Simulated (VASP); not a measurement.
# PbTe: relaxed cell and band gap, by functional

PbTe, Fm-3m (no. 225), 2 atoms in the cell.

| Functional | Volume (Å³/atom) | Change from the starting volume (fraction) | Gap, path and mesh (eV) | Time (s) |
|---|---|---|---|---|
| LDA | 32.56 | -0.035 | 0.56 | 292 |
| LDA (PW92) | 32.56 | -0.035 | 0.56 | 315 |
| LDA (VWN5) | 32.42 | -0.039 | 0.57 | 340 |
| LDA (Hedin-Lundqvist) | 32.58 | -0.034 | 0.56 | 302 |
| LDA (Wigner) | 33.62 | -0.003 | 0.58 | 328 |
| PBE exchange only | 43.35 | 0.285 | 1.10 | 459 |
| PBE | 35.42 | 0.050 | 0.83 | 422 |
| PBEsol | 33.45 | -0.008 | 0.65 | 326 |
| RPBE | 36.82 | 0.092 | 0.97 | 464 |

Limits: Spin-orbit coupling is left out, and with elements this heavy it changes the gap.

## Input of the first row

INCAR.step1:
```
PREC     = Accurate       # precision mode
ENCUT    = 600            # plane-wave cutoff, eV
EDIFF    = 1E-7           # SCF threshold, eV
ISMEAR   = 0              # smearing method
SIGMA    = 0.02           # smearing width, eV
LREAL    = False          # projectors in reciprocal space
LASPH    = True           # aspherical terms in the spheres
GGA_COMPAT= False        
ALGO     = Normal         # electronic algorithm
NELM     = 150            # most SCF steps
ISIF     = 3              # what is computed and relaxed
LWAVE    = False          # write WAVECAR
LCHARG   = False          # write CHGCAR
GGA      = CA             # functional
IBRION   = 2              # ionic algorithm
EDIFFG   = -0.005         # ionic threshold
NSW      = 60             # ionic steps
```

INCAR.step2, as INCAR.step1 but for:
```
- NSW = 60
+ NSW = 40
```

INCAR.step3, as INCAR.step2 but for:
```
- ISIF = 3
- IBRION = 2
- EDIFFG = -0.005
- NSW = 40
+ ISIF = 2
+ NBANDS = 17
```

KPOINTS:
```
k-points
0
Gamma
  6 6 6
```

KPOINTS_OPT:
```
path GXWKGLUWLK,UX
8
line-mode
reciprocal
 0.0000000000  0.0000000000  0.0000000000  G
 0.5000000000  0.0000000000  0.5000000000  X

 0.5000000000  0.0000000000  0.5000000000  X
 0.5000000000  0.2500000000  0.7500000000  W

 0.5000000000  0.2500000000  0.7500000000  W
 0.3750000000  0.3750000000  0.7500000000  K

 0.3750000000  0.3750000000  0.7500000000  K
 0.0000000000  0.0000000000  0.0000000000  G

 0.0000000000  0.0000000000  0.0000000000  G
 0.5000000000  0.5000000000  0.5000000000  L

 0.5000000000  0.5000000000  0.5000000000  L
 0.6250000000  0.2500000000  0.6250000000  U

 0.6250000000  0.2500000000  0.6250000000  U
 0.5000000000  0.2500000000  0.7500000000  W

 0.5000000000  0.2500000000  0.7500000000  W
 0.5000000000  0.5000000000  0.5000000000  L

 0.5000000000  0.5000000000  0.5000000000  L
 0.3750000000  0.3750000000  0.7500000000  K

 0.6250000000  0.2500000000  0.6250000000  U
 0.5000000000  0.0000000000  0.5000000000  X
```

POSCAR.step1:
```
TePb
1.0
    0.0000000000      3.2310000000      3.2310000000
    3.2310000000      0.0000000000      3.2310000000
    3.2310000000      3.2310000000      0.0000000000
Pb Te
1 1
Direct
    0.0000000000      0.0000000000      0.0000000000
    0.5000000000      0.5000000000      0.5000000000
```

Commands (each step's output is kept before the next begins):
```
cat potpaw_LDA.64/Pb_d/POTCAR potpaw_LDA.64/Te/POTCAR > POTCAR
cp INCAR.step1 INCAR
cp POSCAR.step1 POSCAR
mpirun -np 1 vasp_std > vasp.out
cp CONTCAR POSCAR
rm WAVECAR CHG
cp INCAR.step2 INCAR
mpirun -np 1 vasp_std > vasp.out
cp CONTCAR POSCAR
rm WAVECAR CHG
cp INCAR.step3 INCAR
mpirun -np 1 vasp_std > vasp.out
```

Changes of the last row against the first:
```
(all steps)
- GGA = CA
+ GGA = RP
- cat potpaw_LDA.64/Pb_d/POTCAR potpaw_LDA.64/Te/POTCAR > POTCAR
+ cat potpaw_PBE.64/Pb_d/POTCAR potpaw_PBE.64/Te/POTCAR > POTCAR
```

VASP 6.6.1 took 292 s on 1 core (AMD EPYC 7571), a shared host.
